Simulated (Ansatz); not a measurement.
**Mg (Im-3m)**

These are results of DFT PBE, scalar-relativistic, plane waves, PAW in Ansatz 0.2.0, not measurements.

Settings: cutoff 420 eV, Γ-centred mesh 16×16×16 on the computed 1-atom cell, Gaussian smearing of 0.10 eV; no spin polarisation.

The structure is relaxed at this level of theory with its symmetry kept. This bcc form isn't the element's structure at ambient conditions.

Space group Im-3m (No. 229). a = 3.580 Å, b = 3.580 Å, c = 3.580 Å, α = 90.00°, β = 90.00°, γ = 90.00°
```
atom site symmetry x y z
  Mg    2a m-3m  0.0000  0.0000  0.0000
```

Task: Formation energy from the elements' standard states (uncorrected)?

Result: +0.028 eV/atom.

Task: Density of states at the Fermi level?

Result: 0.43 states/eV per cell.

Task: Bulk modulus?

Result: 35 GPa.

Task: Its pressure derivative?

Result: 4.1.

Task: Bader charges (e)?

Result: Mg (1 in the cell) 0.00.